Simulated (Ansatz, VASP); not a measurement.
# AlSi11HO24 (Al-H pair in alpha-quartz): VASP beside Ansatz, part 2 of 2

One calculation is typed for both programs; each brings its own data sets. How far apart do they land? Of the first pair: The structure shown is the start of the Ansatz relaxation below; VASP solves that cell, so the two are compared at the walk's first step.

VASP 6.6.1 and Ansatz 0.2.0.

So far. Step 3 (VASP: single point, PBE, start cell, pair 1): The run ends at a pressure of 6.83 GPa, with forces up to 30 eV/Å.

## (5) Ansatz: relaxation, PBE

Level of this step: Ansatz beside VASP: Kohn-Sham DFT, plane waves, PBE (Ansatz).

This run makes the geometry at which the two programs are then compared.

The structure compared here is the end of the Ansatz relaxation.

The input, input.yaml:

```yaml
crystal:
  lattice:
    - [-2.50992978, 4.34732595, 5.50672191]
    - [5.01985956, 0.0, 5.50672191]
    - [5.01985956, 8.6946519, 0.0]
  atoms:
    - { symbol: Si, position: [0.097721751, 0.57070006, 0.452551611] }
    - { symbol: Si, position: [0.592102228, 0.073263361, 0.202744378] }
    - { symbol: Si, position: [0.402657479, 0.929508163, 0.035201742] }
    - { symbol: Si, position: [0.90690625, 0.430057162, 0.284916116] }
    - { symbol: Si, position: [0.000768093, -0.002810971, 0.261514486] }
    - { symbol: Si, position: [0.500831542, 0.501349653, 0.009439245] }
    - { symbol: O, position: [0.317507699, 0.47596282, 0.470599376] }
    - { symbol: O, position: [0.816177567, 0.980491641, 0.218450617] }
    - { symbol: O, position: [0.43923195, 0.021561958, 0.362467274] }
    - { symbol: O, position: [0.939111039, 0.523231088, 0.11262425] }
    - { symbol: O, position: [0.436903346, 0.691371608, 0.07617401] }
    - { symbol: O, position: [0.936818514, 0.192807635, 0.32576291] }
    - { symbol: O, position: [0.18210434, 0.020699077, 0.115101447] }
    - { symbol: O, position: [0.679779849, 0.52326112, 0.367727908] }
    - { symbol: O, position: [0.062730149, 0.474429885, 0.340590492] }
    - { symbol: O, position: [0.560788801, 0.977116542, 0.089898872] }
    - { symbol: O, position: [0.065667832, 0.807872193, 0.38704849] }
    - { symbol: O, position: [0.563048348, 0.30541659, 0.138555614] }
    - { symbol: Si, position: [0.093698553, 0.573500459, 0.950909834] }
    - { symbol: Si, position: [0.592577237, 0.072146852, 0.701824254] }
    - { symbol: Si, position: [0.406012732, 0.930725467, 0.534952189] }
    - { symbol: Si, position: [0.907279059, 0.427657561, 0.784149886] }
    - { symbol: Si, position: [-0.000842246, -0.000376403, 0.763731885] }
    - { symbol: Al, position: [0.500946498, 0.501890828, 0.509677737] }
    - { symbol: O, position: [0.317784233, 0.479259462, 0.966507951] }
    - { symbol: O, position: [0.816491445, 0.980590504, 0.71834057] }
    - { symbol: O, position: [0.437538618, 0.02482747, 0.858924375] }
    - { symbol: O, position: [0.941212606, 0.523332457, 0.609369182] }
    - { symbol: O, position: [0.436394799, 0.689878448, 0.575989434] }
    - { symbol: O, position: [0.937439208, 0.193532767, 0.822016381] }
    - { symbol: O, position: [0.181965218, 0.019502341, 0.617265204] }
    - { symbol: O, position: [0.679335077, 0.522627178, 0.866833993] }
    - { symbol: O, position: [0.060228854, 0.476253312, 0.840365382] }
    - { symbol: O, position: [0.561612992, 0.975599718, 0.593886748] }
    - { symbol: O, position: [0.060291422, 0.808061858, 0.88967336] }
    - { symbol: O, position: [0.565003318, 0.309434615, 0.638498332] }
    - { symbol: H, position: [0.209621698, 0.44744948, 0.447493293] }
basis:
  ecutwfc: 420
  xc_grid: 2
hamiltonian:
  xc: pbe
kpoints:
  mp_grid: { grid: [1, 1, 1], shift: [0.25, 0.25, 0.25] }
scf:
  occupations: { method: fermi_dirac, width: 0.01 }
  max_iter: 120
relax:
  f_tol: 0.02
  max_steps: 80
  escape_saddle: false
output:
  forces: true
```

On the command line:

```bash
$ ansatz run input.yaml --threads 4 --pin off --max-ram 7536MiB --backend cpu --events-out ev --progress --plain --runs-dir out
```

Numbers of over 12 decimals in the logs are rounded to 6 here.

The program printed:

```text
[...]
Crystal: 37 atoms, lattice volume = 480.692 Å³
Basis set: ecut = 420 eV, 9399 PW (Γ), exchange–correlation on 100×100×144 points (8 copies of the dense FFT grid, shifted against one another)
Bands: 133, of which v1, the nominal top of the filled ones, is band 96 counted from 1 (95 counted from 0)
Symmetry: 1 space group operations
[...]
k-points: 1
[...]
- { symbol: Si, position: [0.903806, 0.434350, 0.782441] }
    - { symbol: Si, position: [-0.00289801, 0.00825936, 0.770915] }
    - { symbol: Al, position: [0.505153, 0.507191, 0.507691] }
[...]
- { symbol: O, position: [0.071534, 0.493466, 0.818900] }
    - { symbol: O, position: [0.558956, 0.956863, 0.616928] }
    - { symbol: O, position: [0.068302, 0.811307, 0.892375] }
    - { symbol: O, position: [0.562582, 0.303651, 0.644062] }
    - { symbol: H, position: [0.357635, 0.338255, 0.415245] }
[key lines of the parts left out:]
SCF converged after 6 iterations
Free energy (F): -21206.528789 eV
Fermi energy:    5.173977 eV
```

## (6) VASP: single point, PBE, relaxed cell, pair 2

The same cell, functional, mesh and smearing now go to VASP, with its own data sets.

The input, INCAR:

```
SYSTEM = AlSi11HO24
PREC = Accurate
ENCUT = 520
EDIFF = 1E-06
NELM = 120
ISMEAR = -1
SIGMA = 0.01
LREAL = Auto
ALGO = Normal
GGA = PE
NBANDS = 124
LORBIT = 11
LWAVE = .FALSE.
LCHARG = .FALSE.
ISIF = 2
ISYM = 0
LASPH = .TRUE.
GGA_COMPAT = .FALSE.
EFERMI = MIDGAP
```

The input, POSCAR:

```
AlSi11HO24
1.0
   -2.5099297800      4.3473259500      5.5067219100
    5.0198595600      0.0000000000      5.5067219100
    5.0198595600      8.6946519000      0.0000000000
Si O Al H
11 24 1 1
Direct
    0.0770889269      0.5692492517      0.4450512424
    0.5800665054      0.0822152890      0.2161338369
    0.3932797301      0.9229204323      0.0494620903
    0.9007176373      0.4268548532      0.2721064092
    0.9895623022      0.9948228356      0.2644716157
    0.5032427615      0.5053078934      0.0035181107
    0.1036247324      0.5730667068      0.9401801863
    0.5976527187      0.0723001143      0.7136412364
    0.3961032878      0.9458173420      0.5469775062
    0.9038061787      0.4343495090      0.7824412356
    0.9971019931      0.0082593611      0.7709154191
    0.3109413015      0.4567418753      0.4541653865
    0.7994769279      0.9688593288      0.2341044361
    0.4310038433      0.0941679888      0.3785596033
    0.9491233239      0.5040972354      0.0945644577
    0.4308505671      0.6871812591      0.0780144020
    0.9386635650      0.1875616448      0.3225183247
    0.1615332189      0.0113437790      0.1133204881
    0.6826299750      0.5265827627      0.3446200514
    0.0577722820      0.4815798323      0.3257103559
    0.5176449910      0.9633539406      0.1377073785
    0.0606617946      0.8026724619      0.3908701612
    0.5735026463      0.3084331548      0.1243993881
    0.3273669143      0.4792922725      0.9551552504
    0.8238582634      0.9753571279      0.7247091075
    0.4506844553      0.0288932695      0.8775276723
    0.9318021104      0.5100030970      0.6051060279
    0.4053209158      0.7271449529      0.5528459173
    0.9221971665      0.1982663612      0.8387907307
    0.1779557379      0.0523667557      0.6282102733
    0.6860502059      0.5423882947      0.8607795357
    0.0715335900      0.4934655803      0.8189003918
    0.5589557419      0.9568632216      0.6169281854
    0.0683020964      0.8113068769      0.8923751126
    0.5625815664      0.3036511675      0.6440616380
    0.5051528963      0.5071912370      0.5076906038
    0.3576352269      0.3382548926      0.4152450589
```

The input, KPOINTS:

```
Points of the shifted mesh
1
Reciprocal
 0.2500000000  0.2500000000  0.2500000000 1
```

The projector-augmented-wave data sets are Si, O, Al and H (PBE family, release 64).

On the command line:

```bash
$ mpirun -np 4 vasp_std
```

The program printed:

```text
[... set-up lines as in an earlier step ...]
 entering main loop
       N       E                     dE             d eps       ncg     rms          rms(c)
DAV:   1     0.123515206553E+04    0.12352E+04   -0.99962E+04   248   0.143E+03
DAV:   2    -0.223698741725E+03   -0.14589E+04   -0.14248E+04   300   0.331E+02
DAV:   3    -0.323271687903E+03   -0.99573E+02   -0.99068E+02   296   0.928E+01
DAV:   4    -0.324834318653E+03   -0.15626E+01   -0.15574E+01   304   0.124E+01
[...]
DAV:  14    -0.286394997692E+03   -0.41307E-05   -0.44865E-05   304   0.278E-02    0.219E-02
DAV:  15    -0.286394997318E+03    0.37354E-06   -0.17931E-05   296   0.157E-02    0.109E-02
DAV:  16    -0.286394998209E+03   -0.89076E-06   -0.39511E-06   280   0.949E-03
   1 F= -.28639500E+03 E0= -.28639500E+03  d E =0.000000E+00
```

From OUTCAR (step 6):

```text
  Total        4.8881671      3.3207845      3.9259473     -0.8982461      0.4755417     -2.6975517
  in kB       16.2925746     11.0683879     13.0854342     -2.9939118      1.5850110     -8.9911128
  external PRESSURE =      13.4821323 kB  Pullay stress =       0.0000000 kB

 POSITION                                       TOTAL-FORCE (eV/Angst)
 -----------------------------------------------------------------------------------
      4.89816      4.20470      3.55920         0.006969      0.029585      0.015204
      0.04174      4.40095      3.64700        -0.020422     -0.014306     -0.006783
      3.89412      2.13977      7.24795         0.012302      0.001471      0.007286
      1.24795      6.28158      7.31057        -0.025910     -0.005411      0.020469
      3.83775      6.60144     10.92746        -0.004359      0.012180     -0.008515
      1.29113      2.21835      5.55381        -0.002546      0.010282     -0.003511
      7.33620      8.62503      3.72635        -0.022164      0.004798     -0.001942
      2.44525      8.80305      3.68924        -0.021901      0.021250     -0.028411
      6.49943      6.47777      7.38958         0.007790     -0.017845      0.018115
      3.83963     10.73219      7.36885         0.002597     -0.025214      0.007061
      1.40869     11.03757      5.53625         0.012631      0.014648     -0.001312
      3.79219      5.30057      4.22742         0.036402      0.026905      0.034544
      4.03208      5.51104      9.73774         0.009522      0.010052      0.003537
      1.29124      5.16516      2.89198         0.018072      0.013331      0.001744
[...]
-----------------------------------------------------------------------------------
    total drift:                               -0.020368     -0.001271      0.013786

  FREE ENERGIE OF THE ION-ELECTRON SYSTEM (eV)
  ---------------------------------------------------
  free  energy   TOTEN  =      -286.3949982092 eV

  energy  without entropy=     -286.3949982092  energy(sigma->0) =     -286.39499821

[... 1 part as in an earlier step ...]

[... 2 further parts left out ...]
[key lines of the parts left out:]
E-fermi :   3.8277
```

The run ends at a pressure of 1.35 GPa, with forces up to 0.072 eV/Å.

## (7) Comparison

Both answers:

```
              quantity  Ansatz   VASP  difference
gap on the k mesh (eV)   5.845  5.842      +0.004
```

At this near-relaxed geometry the largest component of a force difference is 67 meV/Å. A gap on the mesh is an upper bound, since the band edges may lie between its points.

## (8) What came out

| Property | Result |
| --- | --- |
| r.m.s. force difference (single point, PBE, start cell, pair 1) | 2.3 % of the r.m.s. force |
| r.m.s. force difference (single point, PBE, relaxed cell, pair 2) | 16 meV/Å |

In words: The r.m.s. force difference is 16 meV/Å (single point, PBE, relaxed cell, pair 2), beyond the 12 meV/Å picked in this series as the mark of a large difference. What causes the difference of the single point, PBE, relaxed cell, pair 2 pair stays open here. How closely two codes agree says nothing of how well the functional describes the real material.

[Lines on the potential files, build, host, timing and source positions are cut from VASP's logs without a mark.]

[Logs are printed without paths, hosts, clocks, repeated set-up lines and the standing remarks that a program may print on its own settings, such as how far it seeks lower states.]

[Hosts, paths, dates, database ids (printed as entryN), source tags and the programs' standing remarks are cut or masked in the printed files.]
